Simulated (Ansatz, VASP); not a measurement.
# MgS in VASP and in Ansatz

```
Mg S
1.0
     0.00000    2.60165    2.73173
     2.60165    0.00000    2.73173
     2.60165    2.60165    0.00000
Mg S
1 1
Direct
  0.00000 0.00000 0.00000
  0.50000 0.50000 0.50000
```

Change from the starting cell: strain +0.000 along x and y, +0.050 along z, atoms carried along.

Alike in both runs: task single point; functional PBEsol; k mesh 8 × 8 × 8; occupations gaussian, width 0.05 eV; no spin polarisation.

|  | VASP | Ansatz |
| --- | --- | --- |
| version | VASP 6.6.1 | Ansatz 0.2.0 |
| potentials or method | VASP PAW PBE potentials, release 64 (Mg, S) | scalar-relativistic, plane waves, PAW |
| plane-wave cutoff (eV) | 520 | 420 |
| valence electrons in the cell | 8 | 16 |

|  | VASP | Ansatz | Ansatz less VASP |
| --- | --- | --- | --- |
| gap on the k mesh at the Fermi level (eV) | 2.42 | 2.42 | +0.001 |
| least direct gap on the mesh (eV) | 3.10 | 3.11 | +0.002 |
| pressure (GPa) | -4.1 | -3.9 | +0.21 |
| largest component of the traceless stress (GPa) | 2.35 | 2.37 | +0.017 |

With one functional, cell and mesh, what is left measures potentials, basis and numerics. The two sets of potentials don't hold the same shells in valence.

Caveats: the PAW data sets were made with another functional, which shifts forces and pressure a little (VASP). A k mesh can miss the band edges.
